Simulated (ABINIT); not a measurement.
# PbS (Galena) (Fm-3m) in ABINIT: further runs, part 2 of 2

ABINIT 10.8.3 (patched build). The steps go on from the part before.

### 3 Single point, HSE06

run.abi reads:

```
# Pseudopotentials
pp_dirpath "./"
pseudos "82_Pb_14_3.0_3.1_pbe_n_v1.0.psp8, 16_S_6_1.8_1.9_pbe_n_v1.0.psp8"

# Structure
acell 7.9258966301 7.9258966301 7.9258966301
rprim
     0.0000000000     0.7071067812     0.7071067812
     0.7071067812     0.0000000000     0.7071067812
     0.7071067812     0.7071067812     0.0000000000
ntypat 2
znucl 82 16
natom 2
typat 1 2
xred
     0.0000000000     0.0000000000     0.0000000000
     0.5000000000     0.5000000000     0.5000000000

# Plane-wave basis
ecut 18.0

# k points
kptopt 1
ngkpt 6 6 6
nshiftk 1
shiftk 0.0 0.0 0.0

# Exchange and correlation
ixc -428
fockdownsampling 2 2 2
hyb_mixing_sr 0.35

# Bands and occupations
nband 14
occopt 3
tsmear 0.00183747

# SCF cycle
nstep 60
toldfe 1.0e-7

# Output
iomode 3
prtwf 0
prtden 0
prteig 0
prtebands 0
enunit 2
```

Potentials or basis: SPMS NC PBE v1.0.

Started as:

```
$ mpirun --bind-to none -np 4 abinit run.abi > log 2>&1
```

run.abo:

```text
.Version 10.8.3 of ABINIT
 Symmetries : space group Fm -3 m (#225); Bravais cF (face-center cubic)
================================================================================
 Values of the parameters that define the memory need of the present run
     intxc =       0    ionmov =       0      iscf =       7    lmnmax =       6
     lnmax =       6     mgfft =      32  mpssoang =       3    mqgrid =    3001
     natom =       2  nloc_mem =       1    nspden =       1   nspinor =       1
    nsppol =       1      nsym =      48    n1xccc =    2501    ntypat =       2
    occopt =       3   xclevel =       2
       mpw =        1303          nfft =       32768          nkpt =          16
================================================================================
================================================================================

--------------------------------------------------------------------------------
------------- Echo of variables that govern the present computation ------------
--------------------------------------------------------------------------------
 -outvars: echo values of preprocessed input variables --------
            acell      7.9258966301E+00  7.9258966301E+00  7.9258966301E+00 Bohr
              amu      2.07200000E+02  3.20660000E+01
             ecut      1.80000000E+01 Hartree
           enunit           2
 fockdownsampling           2       2       2
   hyb_mixing_sr       3.5000000000E-01
              ixc        -428
         kptrlatt        6    0    0      0    6    0      0    0    6
          kptrlen      4.75553798E+01
            natom           2
            nband          14
          nbandhf          14
            ngfft          32      32      32
             nkpt          16
           nkpthf          27
            nstep          60
             nsym          48
           ntypat           2
           occopt           3
        optforces           0
        optstress           0
           prtden           0
        prtebands           0
           prteig           0
            prtwf           0
            rprim      0.0000000000E+00  7.0710678120E-01  7.0710678120E-01
                       7.0710678120E-01  0.0000000000E+00  7.0710678120E-01
                       7.0710678120E-01  7.0710678120E-01  0.0000000000E+00
          spgroup         225
           toldfe      1.00000000E-07 Hartree
           tsmear      1.83747000E-03 Hartree
            typat      1  2
          usefock           1
           xangst      0.0000000000E+00  0.0000000000E+00  0.0000000000E+00
                       2.9657499981E+00  2.9657499981E+00  2.9657499981E+00
            xcart      0.0000000000E+00  0.0000000000E+00  0.0000000000E+00
                       5.6044552542E+00  5.6044552542E+00  5.6044552542E+00
             xred      0.0000000000E+00  0.0000000000E+00  0.0000000000E+00
                       5.0000000000E-01  5.0000000000E-01  5.0000000000E-01
            znucl       82.00000   16.00000

================================================================================

 chkinp: Checking input parameters for consistency.

================================================================================
== DATASET  1 ==================================================================

--- !DatasetInfo
iteration_state: {dtset: 1, }
dimensions: {natom: 2, nkpt: 16, mband: 14, nsppol: 1, nspinor: 1, nspden: 1, mpw: 1303, }
cutoff_energies: {ecut:  18.0, pawecutdg:  -1.0, }
electrons: {nelect:   2.00000000E+01, charge:   0.00000000E+00, occopt:   3.00000000E+00, tsmear:   1.83747000E-03, }
meta: {optdriver: 0, ionmov: 0, optcell: 0, iscf: 7, paral_kgb: 0, }
...

 Real(R)+Recip(G) space primitive vectors, cartesian coordinates (Bohr,Bohr^-1):
 R(1)=  0.0000000  5.6044553  5.6044553  G(1)= -0.0892147  0.0892147  0.0892147
 R(2)=  5.6044553  0.0000000  5.6044553  G(2)=  0.0892147 -0.0892147  0.0892147
 R(3)=  5.6044553  5.6044553  0.0000000  G(3)=  0.0892147  0.0892147 -0.0892147
[... 44 lines left out ...]
 ETOT 14  -73.530153509813    -1.456E-07 6.606E-06 3.475E-05
 ETOT 15  -73.530153947627    -4.378E-07 5.069E-06 2.025E-06
 ETOT 16  -73.530154653774    -7.061E-07 4.298E-06 6.464E-06
 ETOT 17  -73.530154973119    -3.193E-07 2.955E-06 1.018E-04
 ETOT 18  -73.530155610591    -6.375E-07 2.789E-06 2.308E-05
 ETOT 19  -73.530155505228     1.054E-07 1.972E-06 8.616E-06
 ETOT 20  -73.530155346412     1.588E-07 1.644E-06 2.223E-06
 ETOT 21  -73.530155101744     2.447E-07 1.238E-06 1.172E-06
 ETOT 22  -73.530155002340     9.940E-08 9.935E-07 9.556E-07
 ETOT 23  -73.530155014757    -1.242E-08 7.551E-07 2.359E-06

 At SCF step   23, etot is converged :
  for the second time, diff in etot=  1.242E-08 < toldfe=  1.000E-07

--- !ResultsGS
iteration_state: {dtset: 1, }
comment   : Summary of ground state results
lattice_vectors:
- [  0.0000000,   5.6044553,   5.6044553, ]
- [  5.6044553,   0.0000000,   5.6044553, ]
- [  5.6044553,   5.6044553,   0.0000000, ]
lattice_lengths: [   7.92590,    7.92590,    7.92590, ]
lattice_angles: [ 60.000,  60.000,  60.000, ] # degrees, (23, 13, 12)
lattice_volume:   3.5207097E+02
convergence: {deltae: -1.242E-08, res2:  2.359E-06, residm:  7.551E-07, diffor:  0.000E+00, }
etotal    :  -7.35301550E+01
entropy   :   0.00000000E+00
fermie    :   1.85448281E-01
cartesian_stress_tensor: null
pressure_GPa: null
xred      :
- [  0.0000E+00,   0.0000E+00,   0.0000E+00, Pb]
- [  5.0000E-01,   5.0000E-01,   5.0000E-01,  S]
cartesian_forces: null
force_length_stats: {min: null, max: null, mean: null, }
...

 Integrated electronic density in atomic spheres:
 ------------------------------------------------
 Atom  Sphere_radius  Integrated_density
    1        2.00000          9.63864895
    2        2.00000          3.83317906
================================================================================

 ----iterations are completed or convergence reached----

 Mean square residual over all n,k,spin=   66.880E-10; max=  75.508E-08
 reduced coordinates (array xred) for    2 atoms
       0.000000000000      0.000000000000      0.000000000000
       0.500000000000      0.500000000000      0.500000000000

 cartesian coordinates (angstrom) at end:
    1      0.00000000000000     0.00000000000000     0.00000000000000
    2      2.96574999805418     2.96574999805418     2.96574999805418
 length scales=  7.925896630100  7.925896630100  7.925896630100 bohr
              =  4.194203869776  4.194203869776  4.194203869776 angstroms
 Fermi (or HOMO) energy (hartree) =   0.18545   Average Vxc (hartree)=  -0.28460
 Eigenvalues (hartree) for nkpt=  16  k points:
 kpt#   1, nband= 14, wtk=  0.00463, kpt=  0.0000  0.0000  0.0000 (reduced coord)
  -0.46526   -0.46526   -0.46512   -0.46512   -0.46512   -0.40680   -0.08141    0.07270
   0.07270    0.07270    0.38884    0.38884    0.38884    0.46633
      occupation numbers for kpt#   1
   2.00000    2.00000    2.00000    2.00000    2.00000    2.00000    2.00000    2.00000
   2.00000    2.00000    0.00000    0.00000    0.00000    0.00000
 prteigrs : prtvol=0 or 1, do not print more k-points.

 Fermi (or HOMO) energy (eV) =   5.04630   Average Vxc (eV)=  -7.74426
 Eigenvalues (   eV  ) for nkpt=  16  k points:
 kpt#   1, nband= 14, wtk=  0.00463, kpt=  0.0000  0.0000  0.0000 (reduced coord)
 -12.66038  -12.66038  -12.65643  -12.65643  -12.65643  -11.06962   -2.21526    1.97820
   1.97820    1.97820   10.58085   10.58085   10.58085   12.68958
 prteigrs : prtvol=0 or 1, do not print more k-points.

--- !EnergyTerms
iteration_state     : {dtset: 1, }
comment             : Components of total free energy in Hartree
kinetic             :  2.90519694336201E+01
hartree             :  1.12675696260747E+01
xc                  : -1.62990732750499E+01
Ewald energy        : -5.56148220162385E+01
psp_core            :  3.14871261290514E+00
local_psp           : -3.75901142724915E+01
non_local_psp+x     : -7.49439663060574E+00
internal            : -7.35301545217857E+01
'-kT*entropy'       : -4.92971634267067E-07
total_energy        : -7.35301550147573E+01
...

--- !EnergyTermsDC
iteration_state     : {dtset: 1, }
comment             : '"Double-counting" decomposition of free energy'
band_energy         : -5.33017016872539E+00
Ewald energy        : -5.56148220162385E+01
psp_core            :  3.14871261290514E+00
xc_dc               : -1.57338715865375E+01
internal            : -7.35301511585963E+01
'-kT*entropy'       : -4.92971634267067E-07
total_energy_dc     : -7.35301516515679E+01
...

== END DATASET(S) ==============================================================
================================================================================

 -outvars: echo values of variables after computation  --------
            acell      7.9258966301E+00  7.9258966301E+00  7.9258966301E+00 Bohr
           etotal     -7.3530155015E+01
            fcart      9.9999999999E+99  9.9999999999E+99  9.9999999999E+99
                       9.9999999999E+99  9.9999999999E+99  9.9999999999E+99
            rprim      0.0000000000E+00  7.0710678120E-01  7.0710678120E-01
                       7.0710678120E-01  0.0000000000E+00  7.0710678120E-01
                       7.0710678120E-01  7.0710678120E-01  0.0000000000E+00
           strten      9.9999999999E+99  9.9999999999E+99  9.9999999999E+99
                       9.9999999999E+99  9.9999999999E+99  9.9999999999E+99
           xangst      0.0000000000E+00  0.0000000000E+00  0.0000000000E+00
                       2.9657499981E+00  2.9657499981E+00  2.9657499981E+00
             xred      0.0000000000E+00  0.0000000000E+00  0.0000000000E+00
                       5.0000000000E-01  5.0000000000E-01  5.0000000000E-01
 Calculation completed.
```

Run time: 6.5 min. Hardware: 4 MPI ranks of Arm Neoverse V1, shared host; peak memory 0.28 GiB.

Results:

- Free energy: -2000.8574 eV
- Band gap on the k mesh: 0.78 eV, direct
- Valence electrons inside the program's atomic spheres: Pb 9.64; S 3.83

Levels at points of the mesh, in eV from the valence-band top:
| k point | band 6 | band 7 | band 8 | band 9 | band 10 | band 11 | band 12 | band 13 | band 14 |
| --- | --- | --- | --- | --- | --- | --- | --- | --- | --- |
| (0.00, 0.00, 0.00) | -15.73 | -6.87 | -2.68 | -2.68 | -2.68 | 5.92 | 5.92 | 5.92 | 8.03 |
| (0.50, 0.00, 0.00) | -14.33 | -10.20 | -2.09 | -2.09 | 0.00 | 0.78 | 2.36 | 2.36 | 10.01 |
| (0.50, 0.50, 0.00) | -13.62 | -8.23 | -6.09 | -4.12 | -4.12 | 4.92 | 6.57 | 6.57 | 6.63 |

Caveat: exact exchange is summed on a coarse mesh, which widens gaps by tenths of an eV; Libxc's HSE differs a little from that of other programs; the potentials were made for another functional, which shifts forces and pressure; spin-orbit coupling is left out, which as a rule narrows the gap of such compounds by several tenths of an eV. A k mesh can miss the band edges.

### 4 Single point, HSE06

run.abi: that of step 3 with these lines changed.

```diff
@@ -30,3 +30,3 @@
 fockdownsampling 2 2 2
-hyb_mixing_sr 0.35
+hyb_mixing_sr 0.5
```

Started as:

```
$ mpirun --bind-to none -np 4 abinit run.abi > log 2>&1
```

It took 13 min on 4 MPI ranks of Arm Neoverse V1, shared host; peak memory 0.28 GiB.

Results (log left out):

- Free energy: -1996.4048 eV
- Band gap on the k mesh: 0.99 eV, direct
- Valence electrons inside the program's atomic spheres: Pb 9.62; S 3.83

Levels at points of the mesh, in eV from the valence-band top:
| k point | band 7 | band 8 | band 9 | band 10 | band 11 | band 12 | band 13 | band 14 |
| --- | --- | --- | --- | --- | --- | --- | --- | --- |
| (0.00, 0.00, 0.00) | -7.21 | -2.90 | -2.90 | -2.90 | 6.26 | 6.26 | 6.26 | 8.60 |
| (0.50, 0.00, 0.00) | -10.76 | -2.21 | -2.21 | 0.00 | 0.99 | 2.55 | 2.55 | 10.60 |
| (0.50, 0.50, 0.00) | -8.66 | -6.47 | -4.41 | -4.41 | 5.39 | 6.97 | 6.97 | 7.10 |

Caveat: exact exchange is summed on a coarse mesh, which widens gaps by tenths of an eV; Libxc's HSE differs a little from that of other programs; the potentials were made for another functional, which shifts forces and pressure; spin-orbit coupling is left out, which as a rule narrows the gap of such compounds by several tenths of an eV. A k mesh can miss the band edges.

### 5 Overview

| share of exact exchange | gap on the mesh (eV) |
| --- | --- |
| 0.15 | 0.52 |
| 0.35 | 0.78 |
| 0.5 | 0.99 |

Alike in all rows: task single point; level HSE06; potentials or basis SPMS NC PBE v1.0; no spin polarisation; cell as given; k mesh 6 × 6 × 6; cutoff (eV) 490; smearing fermi-dirac 0.05 eV.

On the cell as given the gap runs from 0.52 eV (HSE06) to 0.99 eV (HSE06).

Caveats: exact exchange is summed on a coarse mesh, which widens gaps by tenths of an eV; Libxc's HSE differs a little from that of other programs; the potentials were made for another functional, which shifts forces and pressure; spin-orbit coupling is left out, which as a rule narrows the gap of such compounds by several tenths of an eV.

Absolute energies hang on the potentials; compare differences alone.
